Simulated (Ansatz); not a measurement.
## Optical response of HfO2

What colour and refractive index does HfO2 have at this level of theory? The cell comes from an older database entry, whose edges can differ from later determinations, mostly by under a per cent.

Method: DFT, PBE, plane-wave PAW, default files, scalar-relativistic, independent-particle optical response without local fields, in Ansatz 0.2.0.

The database entry behind the starting cell differs from other determinations, so it need not match the best structure at room temperature.

### Step 1. The system as given

The structure is monoclinic, space group P2_1/c (No. 14). The conventional cell has a = 5.118 Å, b = 5.186 Å, c = 5.284 Å, α = 90.00°, β = 99.35°, γ = 90.00°. Nearest to Hf lie 7 O at 2.03 to 2.25 Å. O has 3 Hf at 2.03 to 2.12 Å nearest. Nearest to O lie 4 Hf at 2.14 to 2.25 Å. Farther neighbours, and contacts between anions beyond the nearest, are not listed.

As a file:

```cif
data_structure
_symmetry_space_group_name_H-M 'P2_1/c'
_symmetry_Int_Tables_number 14
_cell_length_a 5.1180
_cell_length_b 5.1857
_cell_length_c 5.2841
_cell_angle_alpha 90.000
_cell_angle_beta 99.352
_cell_angle_gamma 90.000
_cell_volume 138.38
loop_
_atom_site_label
_atom_site_type_symbol
_atom_site_symmetry_multiplicity
_atom_site_Wyckoff_symbol
_atom_site_fract_x
_atom_site_fract_y
_atom_site_fract_z
_atom_site_occupancy
Hf1 Hf 4 e 0.27550 0.46030 0.70800 1
O1 O 4 e 0.07420 0.16840 0.84670 1
O2 O 4 e 0.44870 0.74190 0.98010 1
```

### Step 2. Ground state and bands

The self-consistent density comes first; it also tells whether there is a gap, which decides the occupations and the need for a Drude term.

This step: DFT, PBE, plane-wave PAW, default files, scalar-relativistic, ground state (Ansatz 0.2.0).

input.yaml reads:

```yaml
crystal:
  lattice:
    - [5.118, 0.0, 0.0]
    - [0.0, 5.1857, 0.0]
    - [-0.8586630598, 0.0, 5.2138671406]
  atoms:
    - { symbol: Hf, position: [0.2755, 0.4603, 0.708] }
    - { symbol: Hf, position: [0.7245, 0.9603, 0.792] }
    - { symbol: Hf, position: [0.7245, 0.5397, 0.292] }
    - { symbol: Hf, position: [0.2755, 0.0397, 0.208] }
    - { symbol: O, position: [0.0742, 0.1684, 0.8467] }
    - { symbol: O, position: [0.9258, 0.6684, 0.6533] }
    - { symbol: O, position: [0.9258, 0.8316, 0.1533] }
    - { symbol: O, position: [0.0742, 0.3316, 0.3467] }
    - { symbol: O, position: [0.4487, 0.7419, 0.9801] }
    - { symbol: O, position: [0.5513, 0.2419, 0.5199] }
    - { symbol: O, position: [0.5513, 0.2581, 0.0199] }
    - { symbol: O, position: [0.4487, 0.7581, 0.4801] }
kpoints:
  mp_grid: { grid: [4, 4, 4] }
  band_path:
    path:
      - [[0.0, 0.0, 0.0], [0.0, 0.0, 0.5], [-0.43273102, 0.0, 0.57260065], [-0.5, 0.0, 0.5], [-0.5, 0.5, 0.5], [-0.56726898, 0.5, 0.42739935], [-0.5, 0.5, 0.0], [-0.5, 0.0, 0.0], [-0.56726898, 0.0, 0.42739935]]
      - [[-0.43273102, 0.5, 0.57260065], [0.0, 0.5, 0.5], [0.0, 0.5, 0.0]]
      - [[0.0, 0.0, 0.5], [0.0, 0.5, 0.5]]
    npoints: 4
scf:
  occupations: { method: fermi_dirac, width: 0.05 }
  n_extra_bands: 16
hamiltonian:
  xc: pbe
  pseudopotentials: { kind: paw }
output:
  forces: true
  stress: true
  populations: true
  write_bands: true
  write_density: true
  write_potential: true
  elf: true
  volumetric_format: npy
```

Launch:

```console
ansatz run input.yaml --threads 8 --pin off --max-ram 16384MiB --backend cpu --events-out ev --progress --plain --runs-dir out
```

What it wrote:

```text
scf.n_extra_bands = 16 over 76 filled bands (N_el = 152.0): the run solves 92 bands
Engine: ansatz 0.2.0, aarch64-unknown-linux-gnu
Pseudopotentials: kind: paw
Pseudopotential: Hf, paw, valence charge 26, recommended cutoff 420 eV (normal), Hf.paw.azcp
Pseudopotential: O, paw, valence charge 6, recommended cutoff 420 eV (normal), O.paw.azcp
Functional definition: PBE
  parameter kappa = 0.804
  parameter beta = 0.066725
  exchange = pbe_x(kappa = kappa, mu = beta*pi^2/3)
  correlation = pbe_c(beta = beta)
Crystal: 12 atoms, lattice volume = 138.378 Å³
Basis set: ecut = 420 eV, 2699 PW (Γ), exchange–correlation on 72×72×72 points (8 copies of the dense FFT grid, shifted against one another)
Bands: 92, of which v1, the nominal top of the filled ones, is band 76 counted from 1 (75 counted from 0)
Symmetry: 4 space group operations
Space group: P21/c (ITA 14), of the structure as read, at distance tolerance 5.2e-5 Å
k-points: 30 of 64
Non-local potential: Hf, projectors of the file, l = 0: 3, l = 1: 2, l = 2: 2, l = 3: 3
Non-local potential: O, projectors of the file, l = 0: 2, l = 1: 2, l = 2: 1
PAW form: soft (Blöchl's): semilocal exchange-correlation on the pseudo side does not see the compensation charge
PAW one-centre angular grid: Hf, 590 points (default); XC on 64 Gauss nodes
PAW one-centre angular grid: O, 110 points (default); XC on 64 Gauss nodes
Initial density: superposition of atomic densities (neutral atoms: chi_scale 0, normalization atom), corrected by the library's trained network
Initial wavefunctions: pseudopotential atomic-orbital guess
Functional: x = pbe(κ = 0.804, μ = 0.219515), c = pbe(β = 0.066725)
SCF iter   1: F=—  HF=-67446.629248 eV  |F-HF|=—  |Δ(HF+E_count)|=         —  Δρ=2.97e-3  dr2=5.19e-3  ethr=1.77e-3  ⟨swp⟩=5.3  Hψ=8635  notcnv=0  defer=64
preconditioner: auto → Resta (q_TF=auto, 2.771 Å⁻¹)  ε∞=5.3  [insulator: Δε(μ)=4.167 eV  Ē_g=18.204 eV  σ=0.050 eV  W_gap=1.00  n_scr=52 (ndim 8)  ℏωp=37.9 eV  f_vac=0.076  D(μ)=0.00/eV (n_scr^D=0)  ε∞_Penn≈5.3]
SCF iter   2: F=—  HF=-67446.630498 eV  |F-HF|=—  |Δ(HF+E_count)|=   1.25e-3  Δρ=1.51e-3  dr2=1.08e-3  ethr=3.42e-6  ⟨swp⟩=2.0  Hψ=5091  notcnv=0  defer=90
SCF iter   3: F=—  HF=-67446.631244 eV  |F-HF|=—  |Δ(HF+E_count)|=   7.46e-4  Δρ=5.61e-4  dr2=2.59e-4  ethr=7.12e-7  ⟨swp⟩=2.0  Hψ=4143  notcnv=0  defer=90
SCF iter   4: F=—  HF=-67446.631380 eV  |F-HF|=—  |Δ(HF+E_count)|=   1.36e-4  Δρ=1.08e-4  dr2=1.48e-5  ethr=1.71e-7  ⟨swp⟩=2.0  Hψ=4257  notcnv=0  defer=90
SCF iter   5: F=—  HF=-67446.631373 eV  |F-HF|=—  |Δ(HF+E_count)|=   7.10e-6  Δρ=5.07e-5  dr2=3.57e-6  ethr=9.75e-9  ⟨swp⟩=2.0  Hψ=4316  notcnv=0  defer=90
SCF iter   6: F=—  HF=-67446.631373 eV  |F-HF|=—  |Δ(HF+E_count)|=   5.98e-7  Δρ=2.25e-5  dr2=5.71e-7  ethr=2.35e-9  ⟨swp⟩=2.0  Hψ=4257  notcnv=0  defer=90
SCF iter   7: F=-67446.631374 eV  HF=-67446.631373 eV  |F-HF|=6.85e-8  |Δ(HF+E_count)|=   1.19e-7  Δρ=5.95e-6  dr2=5.38e-8  ethr=6.58e-11  ⟨swp⟩=13.8  Hψ=20569  notcnv=0
SCF 1 converged in 7 iterations: F = -67446.631374 eV  dr2 = 5.38e-8
  greatest PAW one-centre occupation: 0.999 electrons in one spin orbital (limit 2), on the Hf atom at site 3 (counted from 0), in its partial waves of l = 0
NSCF: frozen V_eff on 47 k-points
SCF converged after 7 iterations
Free energy (F): -67446.631374 eV
Harris-Foulkes:  -67446.631373 eV  (|F-HF|=6.85e-8)
Internal energy: -67446.631374 eV  (E = F + TS)
E sigma→0 (E₀):  -67446.631374 eV
Fermi energy:    16.216804 eV
--- Per-component energies (eV) ---
  E_band       = 13.389224
  E_kinetic    = 3092.446230
  E_local      = -24595.722677  (includes V_loc(G=0)·N_el)
  E_nonlocal   = -4587.053235
  E_hartree    = 11256.349980
  E_xc         = -1792.282401
  E_vxc        = -1820.680513  (∫ρ·V_xc dr)
  E_paw        = -28975.027298  (= ΣΔE_a)
  E_vpaw       = 5411.700931  (= ΣTr[D̂ρ^β])
  E_aug_tail   = 0.019878  (compensation charges beyond the density's cutoff)
  E_ewald      = -21845.361851
  E_smearing   = -0.000000  (= −TS)
  E_closure    = -0.000000  (closes the sum)
  Σ components = -67446.631374   (vs F -67446.631374, Δ=0.00e0)
--- Forces (eV/Å), atoms counted from 1 ---
  atom   1  Hf     0.20599775     0.00579357     0.09202879
  atom   2  Hf    -0.20599775     0.00579357    -0.09202879
  atom   3  Hf    -0.20599775    -0.00579357    -0.09202879
  atom   4  Hf     0.20599775    -0.00579357     0.09202879
  atom   5  O     -0.41509562    -0.18316656    -0.16176234
  atom   6  O      0.41509562    -0.18316656     0.16176234
  atom   7  O      0.41509562     0.18316656     0.16176234
  atom   8  O     -0.41509562     0.18316656    -0.16176234
  atom   9  O     -0.15326915     0.03071799    -0.07361592
  atom  10  O      0.15326915     0.03071799     0.07361592
  atom  11  O      0.15326915    -0.03071799     0.07361592
  atom  12  O     -0.15326915    -0.03071799    -0.07361592
  max |Σ_I F_I| component: 5.55e-17 eV/Å
--- Stress (GPa, compression-positive) ---
        5.843425       0.000000       0.468740
        0.000000       5.225405       0.000000
        0.468739       0.000000       6.528223
  P = ⅓ Tr σ = 5.8657 GPa (58.657 kbar)
--- Band table (eV; the first three rows and the last of 30) ---
  k-point 0: bands = [... 72 lower, 13.6273, 13.6436, 13.9810, 14.1213, 18.7055, 19.2716, 19.4465, 19.6676, ... 12 higher]
  k-point 1: bands = [... 72 lower, 13.3521, 13.5689, 13.8026, 13.9106, 18.7944, 19.1417, 19.2697, 19.7014, ... 12 higher]
  k-point 2: bands = [... 72 lower, 13.3361, 13.3361, 13.6546, 13.6546, 18.9531, 18.9531, 19.3950, 19.3950, ... 12 higher]
  k-point 29: bands = [... 72 lower, 13.1185, 13.1185, 13.4101, 13.4101, 18.7628, 18.7628, 19.4657, 19.4657, ... 12 higher]
--- Löwdin populations: 12 sites ---
  site symbol       q [e]
     0     Hf     24.5767
     1     Hf     24.5767
     2     Hf     24.5767
     3     Hf     24.5767
     4      O      6.6438
     5      O      6.6438
     6      O      6.6438
     7      O      6.6438
     8      O      6.6858
     9      O      6.6858
    10      O      6.6858
    11      O      6.6858
  spilling = 0.002468 (of n_electrons = 152.000000)
```

Elapsed: 7.8 s, on 8 threads of Arm Neoverse V1, shared host; peak memory 1 GiB.

Numbers from this step:

| Property | Result |
| --- | --- |
| free energy | -67446.6314 eV |
| Fermi energy | 16.22 eV |
| gap by band count | 4.154 eV |
| electrons | 152 |
| symmetry operations | 4 |
| pressure | 5.866 GPa |
| gap on the k-mesh | 4.154 eV |
| volume | 138.4 Å³ |
| gap on the path | 4.154 eV |
| least direct gap on the path | 4.223 eV |

There is a gap, 4.15 eV on the path, so no carriers' term is needed. The cell is left with a pressure of 5.9 GPa and forces up to 0.48 eV/Å, as it stands unrelaxed at this level.

The electronic bands at the labelled points (eV, zero at the Fermi level; v1 is the highest filled band, c1 the lowest empty one):

| point | v4 | v3 | v2 | v1 | c1 | c2 | c3 | c4 |
| --- | --- | --- | --- | --- | --- | --- | --- | --- |
| Γ | -2.59 | -2.57 | -2.24 | -2.10 | 2.49 | 3.06 | 3.23 | 3.45 |
| halfway | -2.87 | -2.65 | -2.41 | -2.31 | 2.58 | 2.92 | 3.05 | 3.48 |
| Y | -2.88 | -2.88 | -2.56 | -2.56 | 2.74 | 2.74 | 3.18 | 3.18 |
| halfway | -3.01 | -2.86 | -2.58 | -2.44 | 2.45 | 2.70 | 3.15 | 3.33 |
| H | -3.13 | -2.82 | -2.72 | -2.44 | 2.29 | 2.49 | 3.40 | 3.52 |
| halfway | -3.10 | -2.91 | -2.67 | -2.51 | 2.33 | 2.43 | 3.45 | 3.52 |
| C | -3.02 | -3.02 | -2.59 | -2.59 | 2.38 | 2.38 | 3.49 | 3.49 |
| halfway | -2.90 | -2.90 | -2.71 | -2.71 | 2.41 | 2.41 | 3.38 | 3.38 |
| E | -3.10 | -3.10 | -2.81 | -2.81 | 2.55 | 2.55 | 3.25 | 3.25 |
| halfway | -3.09 | -3.09 | -2.80 | -2.80 | 2.55 | 2.55 | 3.26 | 3.26 |
| M1 | -3.08 | -3.08 | -2.77 | -2.77 | 2.56 | 2.56 | 3.28 | 3.28 |
| halfway | -3.10 | -3.10 | -2.75 | -2.75 | 2.69 | 2.69 | 3.25 | 3.25 |
| A | -2.95 | -2.95 | -2.66 | -2.66 | 2.77 | 2.77 | 3.23 | 3.23 |
| halfway | -2.96 | -2.71 | -2.69 | -2.43 | 2.37 | 2.73 | 3.22 | 3.43 |
| X | -2.75 | -2.63 | -2.56 | -2.19 | 2.06 | 3.10 | 3.19 | 3.23 |
| halfway | -2.93 | -2.91 | -2.60 | -2.16 | 2.12 | 2.82 | 3.22 | 3.42 |
| H1 | -3.13 | -2.82 | -2.72 | -2.44 | 2.29 | 2.49 | 3.40 | 3.52 |
| jump to M | -3.08 | -3.08 | -2.77 | -2.77 | 2.56 | 2.56 | 3.28 | 3.28 |
| halfway | -2.98 | -2.98 | -2.70 | -2.70 | 2.67 | 2.67 | 3.34 | 3.34 |
| D | -2.99 | -2.99 | -2.69 | -2.69 | 2.92 | 2.92 | 3.08 | 3.08 |
| halfway | -2.85 | -2.85 | -2.60 | -2.60 | 3.01 | 3.01 | 3.26 | 3.26 |
| Z | -2.88 | -2.88 | -2.50 | -2.50 | 3.04 | 3.04 | 3.53 | 3.53 |
| jump to Y | -2.88 | -2.88 | -2.56 | -2.56 | 2.74 | 2.74 | 3.18 | 3.18 |
| halfway | -2.86 | -2.86 | -2.67 | -2.67 | 2.80 | 2.80 | 3.25 | 3.25 |
| D | -2.99 | -2.99 | -2.69 | -2.69 | 2.92 | 2.92 | 3.08 | 3.08 |

Electrostatic potential energy in the ac plane at fractional y = 0.242, with atoms of O within 0.2 Å of it. With pseudopotentials it is smooth inside the atoms' cores, unlike the true potential.

Values in eV, 14 rows by 14 columns, each cell a mean:
```
 10   0   8  16  16  16  -2 -20 -16   7  17  18  19  19
-12 -20  -7  12  15  15  14  10  13  16  16  17  18  14
-13 -17  -2  11  11  12  15  16  17  16  15  16  18  12
  9   6  10   9   8  10  14  16  16  16  16  17  18  17
 18  16  12   9   8  11  14   9   7  14  17  18  19  19
 19  17  14  12  12  14   4 -19 -21  -2  17  19  19  19
 19  17  16  15  16  15 -10 -25 -25  -7  17  19  19  20
 13   6  11  16  16  15  -2 -20 -15   7  18  19  19  19
 -5 -14  -1  13  14  14  13   8  12  17  17  18  19  16
 -6 -12   2   9   9  10  14  16  17  17  17  17  18  15
 12   9   9   6   4   8  13  16  17  17  17  18  19  18
 18  15  11   6   5  10  13  10   8  15  18  19  19  19
 19  16  13  10  11  13   4 -19 -21  -2  17  19  19  19
 19  17  16  15  15  14 -10 -25 -25  -8  17  19  19  20
```
Atoms in or near the plane, at fractional coordinates: O at (0.55, 0.52), O at (0.55, 0.02).

ELF in the ac plane at fractional y = 0.242, with atoms of O within 0.2 Å of it. It is the smooth field of the valence electrons, not physical close to the nuclei.

Ten even steps from '0' (0.03) to '9' (0.81), each cell a mean:
```
99951599995017
99961279841049
99940012100059
99520012320037
43100158984003
00000498897100
45421695697101
99941598995016
99951279851048
99830012200049
98411002321027
42111148984002
00000499897100
46521695697101
```
Atoms in or near the plane, at fractional coordinates: O at (0.55, 0.52), O at (0.55, 0.02).

[end of part 1 of 2]

[Long decimals in the printed logs are rounded to 6 places.]

[Logs are printed without paths, hosts, clocks, repeated set-up lines and the standing remarks that a program may print on its own settings, such as how far it seeks lower states.]

[Hosts, paths, dates, database ids (printed as entryN), source tags and the programs' standing remarks are cut or masked in the printed files.]

[Where the starting crystal was built by hand or by swapping elements, it need not be the compound's stable phase.]

[The count of steps not shown may lack steps that the program refused or didn't finish.]
